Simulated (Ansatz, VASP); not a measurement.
## One calculation of BeTe, two programs

Contents of INCAR:

```
ALGO = Fast
EDIFF = 1E-6
ENCUT = 520
GGA = PE
ISIF = 2
ISMEAR = -1
LASPH = True
LCHARG = False
LREAL = False
LWAVE = False
NELM = 80
PREC = Accurate
SIGMA = 0.05
```

File KPOINTS:

```
k-points
0
Gamma
  8 8 8
```

POSCAR

```
BeTe
1.0
    0.0000000000      2.7700000000      2.7700000000
    2.7700000000      0.0000000000      2.7700000000
    2.7700000000      2.7700000000      0.0000000000
Te Be
1 1
Direct
    0.7500000000      0.7500000000      0.7500000000
    0.0000000000      0.0000000000      0.0000000000
```

File KPOINTS_OPT:

```
path GXWKGLUWLK,UX
15
line-mode
reciprocal
 0.0000000000  0.0000000000  0.0000000000  G
 0.5000000000  0.0000000000  0.5000000000  X

 0.5000000000  0.0000000000  0.5000000000  X
 0.5000000000  0.2500000000  0.7500000000  W

 0.5000000000  0.2500000000  0.7500000000  W
 0.3750000000  0.3750000000  0.7500000000  K

 0.3750000000  0.3750000000  0.7500000000  K
 0.0000000000  0.0000000000  0.0000000000  G

 0.0000000000  0.0000000000  0.0000000000  G
 0.5000000000  0.5000000000  0.5000000000  L

 0.5000000000  0.5000000000  0.5000000000  L
 0.6250000000  0.2500000000  0.6250000000  U

 0.6250000000  0.2500000000  0.6250000000  U
 0.5000000000  0.2500000000  0.7500000000  W

 0.5000000000  0.2500000000  0.7500000000  W
 0.5000000000  0.5000000000  0.5000000000  L

 0.5000000000  0.5000000000  0.5000000000  L
 0.3750000000  0.3750000000  0.7500000000  K

 0.6250000000  0.2500000000  0.6250000000  U
 0.5000000000  0.0000000000  0.5000000000  X
```

input.yaml

```yaml
crystal:
  lattice:
    - [0.0, 2.77, 2.77]
    - [2.77, 0.0, 2.77]
    - [2.77, 2.77, 0.0]
  atoms:
    - { symbol: Te, position: [0.75, 0.75, 0.75] }
    - { symbol: Be, position: [0.0, 0.0, 0.0] }
hamiltonian:
  xc: pbe
  pseudopotentials: { kind: paw }
kpoints:
  mp_grid: { grid: [8, 8, 8] }
  band_path:
    path:
      - [[0.0, 0.0, 0.0], [0.5, 0.0, 0.5], [0.5, 0.25, 0.75], [0.375, 0.375, 0.75], [0.0, 0.0, 0.0], [0.5, 0.5, 0.5], [0.625, 0.25, 0.625], [0.5, 0.25, 0.75], [0.5, 0.5, 0.5], [0.375, 0.375, 0.75]]
      - [[0.625, 0.25, 0.625], [0.5, 0.0, 0.5]]
    npoints: 14
scf:
  occupations: { method: fermi_dirac, width: 0.05 }
  n_extra_bands: 6
output:
  forces: true
  stress: true
  eigenvalues: true
  fatbands: false
```

Alike in both runs: task band structure; functional PBE; k mesh 8 × 8 × 8; occupations fermi-dirac, width 0.05 eV; no spin polarisation.

```csv
,VASP,Ansatz
version,VASP 6.6.1,Ansatz 0.2.0
potentials or method,"VASP PAW PBE potentials, release 54 (Te, Be)",Ansatz PAW
plane-wave cutoff (eV),520,420
valence electrons in the cell,8,18
```

```csv
,VASP,Ansatz,Ansatz less VASP
gap on the k mesh at the Fermi level (eV),1.85,1.86,+0.017
least direct gap on the mesh (eV),3.56,3.59,+0.022
gap along the band path (eV),1.85,1.86,+0.017
pressure (GPa),4.5,4.3,-0.17
```

The two sets of potentials don't hold the same shells in valence.

Caveats: spin-orbit coupling is left out, which moves the levels of the heavy elements.
